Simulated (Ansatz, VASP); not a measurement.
# Two plane-wave programs on KI

```xyz
2
Lattice="0.0000 3.3461 3.5446 3.3461 0.0000 3.5446 3.3461 3.3461 0.0000" Properties=species:S:1:pos:R:3 pbc="T T T"
K     0.0000    0.0000    0.0000
I     3.3461    3.3461    3.5446
```

Change from the starting cell: biaxial_xy strain -5.6%.

Alike in both runs: task single point; functional r2SCAN; k mesh 6 × 6 × 6; no spin polarisation.

```csv
,VASP,Ansatz
version,VASP 6.6.1,Ansatz 0.2.0
potentials or method,"VASP PAW PBE potentials, release 64 (K_sv, I)","plane waves, PAW"
plane-wave cutoff (eV),520,500
occupations,"gaussian, width 0.01 eV",fixed
valence electrons in the cell,16,26
```

VASP gave:

* gap on the k mesh at the Fermi level (eV): 4.86
* pressure (GPa): 2.1
* largest component of the traceless stress (GPa): 1.69

Q: What did Ansatz give for the same quantities?

A: gap on the k mesh at the Fermi level (eV): 4.87; pressure (GPa): 2.1; largest component of the traceless stress (GPa): 1.68.

The two sets of potentials don't hold the same shells in valence.

Caveats: the PAW data sets were made with another functional, which shifts forces and pressure a little (VASP); spin-orbit coupling is left out, which moves the levels of the heavy elements. A k mesh can miss the band edges.
